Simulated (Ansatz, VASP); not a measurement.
## Two plane-wave programs on SnO

```
Sn O
1.0
     3.75062    0.00000    0.00000
     0.00000    3.75062    0.00000
     0.00000    0.00000    4.77064
Sn O
2 2
Direct
  0.00000 0.50000 0.23850
  0.50000 0.00000 0.76150
  0.00000 0.00000 0.00000
  0.50000 0.50000 0.00000
```

Change from the starting cell: volume scaled by 0.96, PAW files.

Alike in both runs: task electric field gradients; functional LDA; k mesh 6 × 6 × 5; occupations fermi-dirac, width 0.02 eV; no spin polarisation.

|  | VASP | Ansatz |
| --- | --- | --- |
| version | VASP 6.6.1 | Ansatz 0.2.0 |
| potentials or method | VASP PAW LDA potentials, release 64 (Sn_d, O) | PAW with Ansatz's default frozen-core files, scalar-relativistic |
| plane-wave cutoff (eV) | 520 | 420 |
| valence electrons in the cell | 40 | 40 |

```tsv
	VASP	Ansatz	Ansatz less VASP
pressure (GPa)	1.5	1.2	-0.37
largest component of the traceless stress (GPa)	0.44	0.47	+0.032
rms of the force components (eV/Å)	0.196	0.145	-0.0514
Vzz of the field gradient on the site that differs most (V/Å²)	-169.4	-176.4	-7.02
```

Atom by atom the forces differ by 0.051 eV/Å (rms over components). Ansatz warned: «gradients_without_spin_orbit».
